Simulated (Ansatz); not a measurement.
# Ta (Im-3m): check of PAW against all-electron LAPW

How well does PAW follow the all-electron answer for Ta (Im-3m)? A script is to give a check of PAW against all-electron LAPW; the system is Ta (Im-3m).

Computed with Ansatz 0.2.0 through its Python package. The levels of theory stand in the script.

## (1) The system

It takes space group Im-3m (No. 229, cubic). Conventional cell: a = 3.303 Å, b = 3.303 Å, c = 3.303 Å, α = 90.00°, β = 90.00°, γ = 90.00°. Around Ta (site symmetry m-3m) lie 8 Ta at 2.86 Å.

ta.extxyz, read by the script:

```xyz
1
Lattice="-1.65128 1.65128 1.65128 1.65128 -1.65128 1.65128 1.65128 1.65128 -1.65128" Properties=species:S:1:pos:R:3 pbc="T T T"
Ta    0.00000000    0.00000000    0.00000000
```

## (2) The script

File paw_lapw_ta.py:

```python
import ansatz as az
import numpy as np
from tabulate import tabulate


def count_gap(report):
    # lowest empty less highest filled band, counting bands; zero where they overlap
    return max(report.get('gap_by_band_count_ev') or 0.0, 0.0)

xtal = az.Crystal.from_extxyz('ta.extxyz')

calc = (
    xtal.calculation()
    .kpoints(13, 13, 13, center='gamma')
    .functional(az.Functional.PBE)
    .occupations(az.OccupationsMethod.COLD)
    .stress()
    .forces()
    .band_table()
)
variants = {
    'PAW': calc.pseudopotentials('paw'),
    'LAPW': calc.pseudopotentials('all_electron', lapw=True),
}
rows = []
for label, variant in variants.items():
    rep = variant.run(threads=1).report
    levels = np.array(rep['eigenvalues_ev'][0]) - rep['fermi_energy_ev']
    print(label, 'levels at the first k-point near E_F:', np.round(levels[np.abs(levels) < 5], 3))
    rows.append((label, rep['n_electrons'], np.trace(rep['stress_gpa']) / 3, count_gap(rep)))
print(tabulate(rows, headers=['treatment', 'electrons in bands', 'P GPa', 'gap by band count eV'], floatfmt='.4f', tablefmt='github'))
```

## (3) What the engine is handed

The package turns the script's settings into the engine's input (first run):

```yaml
crystal:
  lattice:
    - [-1.65128, 1.65128, 1.65128]
    - [1.65128, -1.65128, 1.65128]
    - [1.65128, 1.65128, -1.65128]
  atoms:
    - { symbol: Ta, position: [0.0, 0.0, 0.0] }
kpoints:
  mp_grid:
    grid: [13, 13, 13]
    shift: [0.0, 0.0, 0.0]
hamiltonian:
  xc: pbe
  pseudopotentials:
    kind: paw
scf:
  occupations:
    method: cold
output:
  forces: true
  stress: true
  eigenvalues: true
```

## (4) Running it

Command:

```bash
> python paw_lapw_ta.py
```

The log of the run:

```text
DeckWarning: basis.ecutwfc = 420 eV, auto-derived from the records' recommended cutoffs: set by Ta (normal level)
PAW levels at the first k-point near E_F: [0.77  0.77  0.77  4.045 4.045]
LAPW levels at the first k-point near E_F: [0.765 0.765 0.765 4.039 4.039]
| treatment   |   electrons in bands |   P GPa |   gap by band count eV |
|-------------|----------------------|---------|------------------------|
| PAW         |              13.0000 |  3.7650 |                 0.0000 |
| LAPW        |              43.0000 |  3.6961 |                 0.0000 |
```

(Warnings from the package without file and line.)

Run time: 13 s. Hardware: 1 thread of Arm Neoverse V2, shared host; peak memory 0.49 GiB.

## (5) Inputs of later runs

The engine's inputs for the other runs:

Run 2, against run 1:

```diff
@@ -15 +15,2 @@
-    kind: paw
+    kind: all_electron
+    lapw: {}
```

## (6) What each run gave

One row for each of the 2 runs:

```
run    potentials  energy (eV/atom)  pressure (GPa)  SCF cycles  CPU time (s)
  1           paw        -9932.2462            3.76           5          0.73
  2  all_electron      -424569.1009            3.70           8            11
```

Energies are free energies F = E - TS of the smeared occupations. Totals under unlike functionals or potentials can't be compared directly.

## (7) Results

```
              quantity     value
         runs compared         2
difference in pressure  0.07 GPa
```

What this shows: PAW gives 3.765 GPa and LAPW 3.696 GPa, 0.07 GPa apart. They took 0.7 and 11.4 s of processor time. Reading the output:
- The run is spin-unpolarised.
- The mesh is modest for a metal, so energies can be off by several to tens of meV an atom and pressures by half a GPa or more; differences at equal mesh fare better.
- Pressure is positive in compression; the treatments may keep other shells as core, so totals and counts of electrons can differ. Spin-orbit coupling is left out, though heavy elements are present.
